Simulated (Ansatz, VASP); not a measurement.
# Two plane-wave programs on Rh

```
Rh
1.0
     0.00000    1.92282    1.92282
     1.92282    0.00000    1.92282
     1.92282    1.92282    0.00000
Rh
1
Direct
  0.00000 0.00000 0.00000
```

Change from the starting cell: volume scaled by 1.04.

Alike in both runs: task single point; functional PBE; k mesh 12 × 12 × 12; occupations fermi-dirac, width 0.05 eV; no spin polarisation.

|  | VASP | Ansatz |
| --- | --- | --- |
| version | VASP 6.6.1 | Ansatz 0.2.0 |
| potentials or method | VASP PAW PBE potentials, release 64 (Rh_pv) | Ansatz PAW |
| plane-wave cutoff (eV) | 520 | 420 |
| valence electrons in the cell | 15 | 17 |

|  | VASP | Ansatz | Ansatz less VASP |
| --- | --- | --- | --- |
| gap on the k mesh at the Fermi level (eV) | none | none | - |
| pressure (GPa) | -3.2 | -3.2 | -0.04 |

A gap of «none» marks a metal or a gap that the smearing closes. The two sets of potentials don't hold the same shells in valence.
